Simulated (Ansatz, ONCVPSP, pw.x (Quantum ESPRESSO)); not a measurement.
## pw.x on bcc Pt: one setting changed

Potential: optimised norm-conserving Vanderbilt (ONCV), ONCVPSP 4.0.1, PBE; core [Kr] 4d10 4f14, reference 5s2 5p6 5d9 6s1; waves: 5s+6s: rc 1.60 bohr, ncon 3, nbas 8, qcut 10.9 1/bohr, 2 projectors; 5p: rc 1.80 bohr, ncon 4, nbas 7, qcut 9.5 1/bohr, 2 projectors, debl 3.2 Ha; 5d: rc 1.35 bohr, ncon 3, nbas 7, qcut 11.9 1/bohr, local; local part: the d channel; core correction: polynomial model core, fcfact 0.55.

The reference run (k-mesh 15³, cutoffs 105/420 Ry, Fermi–Dirac 0.01 Ry, mixing_beta 0.4, conv_thr 1e-9, no spin) gives -1.28 GPa at 15.859 Å³/atom, where all-electron LAPW gives -0.19 GPa. This run, with its own iteration cap, changes ecutrho/ecutwfc to 3.

```
&control
  calculation='scf', prefix='x', pseudo_dir='./', outdir='./tmp', tstress=.true., disk_io='none'
/
&system
  ibrav=0, nat=1, ntyp=1, ecutwfc=105, ecutrho=315, nbnd=17,
  occupations='smearing', smearing='fd', degauss=0.01
/
&electrons
  conv_thr=1e-09, mixing_beta=0.4, electron_maxstep=70
/
ATOMIC_SPECIES
Pt 1.0 Pt.UPF
CELL_PARAMETERS angstrom
  -1.58272430 1.58272430 1.58272430
  1.58272430 -1.58272430 1.58272430
  1.58272430 1.58272430 -1.58272430
ATOMIC_POSITIONS crystal
Pt 0.0000 0.0000 0.0000
K_POINTS automatic
15 15 15 0 0 0
```

```bash
pw.x < Pt.scf.in > Pt.scf.out
```

Question: How does the run end?

Answer: It converges in 8 iterations; the free energy moves by -24.9 meV/atom and the pressure by -0.80 GPa. Below 4 the density is truncated and F is no longer variational, so a small shift in one case is no licence.

```
Message from routine set_cutoff:
     ecutrho < 4*ecutwfc, are you sure?
     Message from routine setup:
     using ibrav=0 with symmetry is DISCOURAGED, use correct ibrav instead
     lattice parameter (alat)  =       5.1804  a.u.
     unit-cell volume          =     107.0218 (a.u.)^3
     number of electrons       =        18.00
     number of Kohn-Sham states=           17
     kinetic-energy cutoff     =     105.0000  Ry
     charge density cutoff     =     315.0000  Ry
     scf convergence threshold =      1.0E-09
     Exchange-correlation= PBE
     number of k points=   120  Fermi-Dirac smearing, width (Ry)=  0.0100
     iteration #  1     ecut=   105.00 Ry     beta= 0.40
     total energy              =    -297.70712584 Ry
     estimated scf accuracy    <       0.07703395 Ry
     iteration #  2     ecut=   105.00 Ry     beta= 0.40
     total energy              =    -297.71786818 Ry
     estimated scf accuracy    <       0.00288974 Ry
     iteration #  3     ecut=   105.00 Ry     beta= 0.40
     total energy              =    -297.71785063 Ry
     estimated scf accuracy    <       0.00068952 Ry
     iteration #  4     ecut=   105.00 Ry     beta= 0.40
     total energy              =    -297.71789238 Ry
     estimated scf accuracy    <       0.00000707 Ry
     iteration #  5     ecut=   105.00 Ry     beta= 0.40
     total energy              =    -297.71789361 Ry
     estimated scf accuracy    <       0.00000116 Ry
     iteration #  6     ecut=   105.00 Ry     beta= 0.40
     total energy              =    -297.71789378 Ry
     estimated scf accuracy    <       0.00000012 Ry
     iteration #  7     ecut=   105.00 Ry     beta= 0.40
     total energy              =    -297.71789377 Ry
     estimated scf accuracy    <       0.00000002 Ry
     iteration #  8     ecut=   105.00 Ry     beta= 0.40
     the Fermi energy is    21.8340 ev
!    total energy              =    -297.71789378 Ry
     estimated scf accuracy    <          1.8E-10 Ry
     smearing contrib. (-TS)   =      -0.00443620 Ry
     The total energy is F=E-TS. E is the sum of the following terms:
     one-electron contribution =     -55.82946417 Ry
     hartree contribution      =      40.03910786 Ry
     xc contribution           =     -84.80759361 Ry
     ewald contribution        =    -197.11550766 Ry
     convergence has been achieved in   8 iterations
          total   stress  (Ry/bohr**3)                   (kbar)     P=      -20.86
     Message from routine punch:
     Nothing written, as per user request (disk_io='none')
```

The run took about 38 s on one core of a shared host (Intel(R) Xeon(R) Processor @ 2.60GHz, 24 threads, 31 GiB, load 12).
